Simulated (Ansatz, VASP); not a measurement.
## W: VASP beside Ansatz

Contents of POSCAR:

```
W
1.0
   -1.6353593138      1.6353593138      1.6353593138
    1.6353593138     -1.6353593138      1.6353593138
    1.6353593138      1.6353593138     -1.6353593138
W
1
Direct
    0.0000000000      0.0000000000      0.0000000000
```

The input INCAR.step1:

```
PREC     = Accurate       # precision mode
ENCUT    = 520            # plane-wave cutoff, eV
ISMEAR   = 0              # smearing method
SIGMA    = 0.1            # smearing width, eV
LREAL    = F              # projectors in reciprocal space
LASPH    = T              # aspherical terms in the spheres
NELM     = 80             # most SCF steps
NBANDS   = 13             # bands
GGA      = PE             # functional
ALGO     = Normal         # electronic algorithm
EDIFF    = 1E-4           # SCF threshold, eV
LWAVE    = T              # write WAVECAR
LCHARG   = F              # write CHGCAR
```

Contents of INCAR.step2:

```
PREC     = Accurate       # precision mode
ENCUT    = 520            # plane-wave cutoff, eV
EDIFF    = 1E-7           # SCF threshold, eV
ISMEAR   = 0              # smearing method
SIGMA    = 0.1            # smearing width, eV
LREAL    = F              # projectors in reciprocal space
LASPH    = T              # aspherical terms in the spheres
NELM     = 80             # most SCF steps
ALGO     = Normal         # electronic algorithm
ISIF     = 2              # what is computed and relaxed
LWAVE    = F              # write WAVECAR
LCHARG   = F              # write CHGCAR
METAGGA  = R2SCAN         # meta-GGA
LMIXTAU  = T            
NBANDS   = 13             # bands
ISTART   = 1
```

Contents of KPOINTS:

```
Automatic mesh
0
Gamma
  18 18 18
```

Input for Ansatz:

```yaml
crystal:
  lattice:
    - [-1.6353593138, 1.6353593138, 1.6353593138]
    - [1.6353593138, -1.6353593138, 1.6353593138]
    - [1.6353593138, 1.6353593138, -1.6353593138]
  atoms:
    - { symbol: W, position: [0.0, 0.0, 0.0] }
basis:
  ecutwfc: 500
kpoints:
  mp_grid: { grid: [18, 18, 18] }
hamiltonian:
  xc: r2scan
scf:
  occupations: { method: gaussian, width: 0.1 }
output:
  forces: true
  stress: true
  eigenvalues: true
```

Alike in both runs: task single point; functional r2SCAN; k mesh 18 × 18 × 18; occupations gaussian, width 0.1 eV; no spin polarisation.

|  | VASP | Ansatz |
| --- | --- | --- |
| version | VASP 6.6.1 | Ansatz 0.2.0 |
| potentials or method | VASP PAW PBE potentials, release 64 (W_sv) | scalar-relativistic, plane waves, PAW |
| plane-wave cutoff (eV) | 520 | 500 |
| valence electrons in the cell | 14 | 14 |

|  | VASP | Ansatz | Ansatz less VASP |
| --- | --- | --- | --- |
| gap on the k mesh at the Fermi level (eV) | none | none | - |
| pressure (GPa) | -23.9 | -24.7 | -0.79 |

A gap of «none» marks a metal or a gap that the smearing closes.

Caveats: so large a pressure means that the cell lies far from this level's equilibrium, or that cutoff or potentials fall short (VASP); the potentials were made for another functional, which shifts forces and pressure (VASP). Spin-orbit coupling is left out, which matters for the levels of W.
